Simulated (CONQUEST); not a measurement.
Pd under changes of volume

One of the cells (14.750 Å³/atom); the others are scaled copies at fixed shape and fractional positions:

```
CELL_PARAMETERS angstrom
2.75277 0.00000 0.00000
0.00000 2.75277 0.00000
0.00000 0.00000 3.89300
ATOMIC_POSITIONS crystal
Pd 0.00000 0.00000 0.00000
Pd 0.50000 0.50000 0.50000
```

* Program: CONQUEST 1.3
* Functional: PBE
* Potentials or basis: PseudoDojo NC PBE, SZP, grid of 32 × 32 × 40 points
* k mesh: 10 × 10 × 7
* Occupations: fermi-dirac, width 0.05 eV
* Spin: no spin polarisation

| volume (Å³/atom) | energy over the lowest point (meV/atom) | pressure (GPa) |
| --- | --- | --- |
| 13.865 | 162.17 | 30.5 |
| 14.160 | 111.84 | 24.6 |
| 14.455 | 72.04 | 19.1 |
| 14.750 | 42.04 | 14.1 |
| 15.045 | ? | ? |
| 15.340 | 7.38 | 5.6 |
| 15.635 | 0.00 | 2.5 |

Q: What does the run at 15.045 Å³/atom give?

A: Energy over the lowest point 20.67 meV/atom; pressure 9.4 GPa.

Worked out: A Birch-Murnaghan fit of order 3 (a polynomial in V^(-2/3)) to the other rows has its minimum at 15.85 Å³/atom, just outside them, with B0 = V·E''(V) = 156 GPa and B' = 5.8. It gives 20.93 meV/atom at 15.045 Å³/atom, against the run's 20.67, and -dE/dV = 9.4 GPa, against 9.4.

Energies are extrapolated to zero smearing.

Caveats: the atomic basis is small; the basis of atomic orbitals isn't converged, which shifts pressures, moduli and gaps; the real-space grid breaks the cell's symmetry a little.
